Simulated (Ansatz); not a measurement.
# NaF: the cell at several levels of theory

Aim: relax NaF in the zincblende structure with PBE, r2SCAN, PBEsol, LDA and HSE06 and see how far the functionals disagree on the cell. This is a trial cell built on a prototype, not taken from a measured structure, and it needn't be the compound's ground state.

Code: Ansatz 0.2.0. PAW datasets, plane waves, zero pressure. No spin polarisation and no zero-point or thermal motion; the cell was built from a prototype and may be hypothetical.

### 1 The cell

This is the cell as the run starts from it, not yet at rest; its lengths are not the crystal's.

It is cubic, F-43m (No. 216); a = 4.516 Å in the conventional setting, 11.51 Å³ an atom. Near Na stand 4 F at 1.96 Å; near F stand 4 Na at 1.96 Å.

The structure in full:

```cif
data_structure
_symmetry_space_group_name_H-M 'P 1'
_symmetry_Int_Tables_number 1
_cell_length_a 3.1933
_cell_length_b 3.1933
_cell_length_c 3.1933
_cell_angle_alpha 60.000
_cell_angle_beta 60.000
_cell_angle_gamma 60.000
_cell_volume 23.03
loop_
_atom_site_label
_atom_site_type_symbol
_atom_site_fract_x
_atom_site_fract_y
_atom_site_fract_z
_atom_site_occupancy
Na1 Na 0.00000 0.00000 0.00000 1
F1 F 0.25000 0.25000 0.25000 1
```

### 2 Relaxation with PBE

Input file input.yaml:

```yaml
crystal:
  lattice:
    - [0.0, 2.2580169028, 2.2580169028]
    - [2.2580169028, 0.0, 2.2580169028]
    - [2.2580169028, 2.2580169028, 0.0]
  atoms:
    - { symbol: Na, position: [0.0, 0.0, 0.0] }
    - { symbol: F, position: [0.25, 0.25, 0.25] }
kpoints:
  mp_grid: { grid: [8, 8, 8] }
hamiltonian:
  xc: pbe
scf:
  occupations: { method: fermi_dirac, width: 0.02 }
relax:
  f_tol: 0.005
  cell: {}
```

Started as:

```sh
$ ansatz run input.yaml --threads 2 --pin off --max-ram 2211MiB --backend cpu --events-out ev --progress --plain --runs-dir out
```

Further steps of the session: Relaxation with r2SCAN; Relaxation with PBEsol; Relaxation with LDA; Relaxing with HSE06.

Before running it: what results should come out? Wanted: for each run, a; volume; space group; SCF geometries.

The runs gave:

| level | a (Å) | volume (Å³/atom) | space group | SCF geometries |
| --- | --- | --- | --- | --- |
| PBE | 5.154 | 17.115 | F-43m | 13 |
| r2SCAN | 5.063 | 16.219 | F-43m | 5 |
| PBEsol | 5.091 | 16.496 | F-43m | 6 |
| LDA | 4.963 | 15.279 | F-43m | 7 |
| HSE06 | 5.096 | 16.545 | F-43m | 6 |

**Reading.** The first relaxation changed the volume by +48.7 % from the start. The volume runs from LDA (least) to PBE (most), a spread of 12.0 %, or 3.9 % in length if all axes shared it alike. The meshes differ: PBE 8×8×8, r2SCAN 8×8×8, PBEsol 8×8×8, LDA 8×8×8, HSE06 6×6×6.
